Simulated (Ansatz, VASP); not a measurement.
One calculation of CoPdO2, two programs

```
Co Pd O
1.0
     1.41530    0.81712    5.91533
    -1.41530    0.81712    5.91533
     0.00000   -1.63425    5.91533
Co Pd O
1 1 2
Direct
  0.50000 0.50000 0.50000
  0.00000 0.00000 0.00000
  0.88746 0.88746 0.88746
  0.11254 0.11254 0.11254
```

Alike in both runs: functional PBE; k mesh 8 × 8 × 8; occupations methfessel-paxton of order 1, width 0.2 eV; no spin polarisation.

Ansatz relaxed the structure, and its values are those at the end. VASP's run is a single point on that final structure, the one shown.

```csv
,VASP,Ansatz
version,VASP 6.6.1,Ansatz 0.2.0
potentials or method,"VASP PAW PBE potentials, release 64 (Co, Pd, O)","scalar-relativistic, plane waves, PAW"
plane-wave cutoff (eV),520,420
valence electrons in the cell,31,47
```

Ansatz gave:

```
gap on the k mesh at the Fermi level (eV) : none
pressure (GPa)                            : 6.0
rms of the force components (eV/Å)        : 0.000
```

Question: What did VASP give for the same quantities?

Answer: gap on the k mesh at the Fermi level (eV): none; pressure (GPa): 6.0; rms of the force components (eV/Å): 0.021.

A gap of «none» marks a metal or a gap that the smearing closes. The two sets of potentials don't hold the same shells in valence. Ansatz warned: «stress_scf_threshold_loose».

Caveats: an odd number of electrons without spin polarisation forces a metal; a magnetic or distorted state may lie lower; the run has no spin polarisation, though such a crystal can be magnetic; semilocal functionals often make such compounds metallic where correlation or magnetic order opens a gap, which also shifts bond lengths. Spin polarisation is off, so any magnetic state and its effect on volume and gap are missing.
